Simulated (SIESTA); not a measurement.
Crystal: MgB2.

```xyz
3
Lattice="3.0850 0.0000 0.0000 -1.5425 2.6717 0.0000 0.0000 0.0000 3.5230" Properties=species:S:1:pos:R:3 pbc="T T T"
Mg    0.0000    0.0000    0.0000
B     1.5425    0.8906    1.7615
B     0.0000    1.7811    1.7615
```

Program: SIESTA 5.4.2. Alike in all runs: task single point; level PBE; no spin polarisation; cell as given; k mesh 10 × 10 × 8; smearing fermi-dirac 0.05 eV; grid cutoff 800 Ry; energy shift 0.003 Ry.

Order these runs on this cell by their pressure, lowest first.
A. potentials or basis PseudoDojo 0.4 standard (PBE files), TZDP (energy shift 0.003 Ry; two zetas on semicore shells)
B. potentials or basis PseudoDojo 0.4 standard (PBE files), SZP (energy shift 0.003 Ry)
C. potentials or basis PseudoDojo 0.4 standard (PBE files), DZP (energy shift 0.003 Ry; two zetas on semicore shells)
D. potentials or basis PseudoDojo 0.4 standard (PBE files), TZP (energy shift 0.003 Ry; two zetas on semicore shells)

A (0.6 GPa), D (2.2 GPa), C (4.1 GPa), B (6.1 GPa).

Caveats: the basis of atomic orbitals isn't converged, which shifts pressures, moduli and gaps.
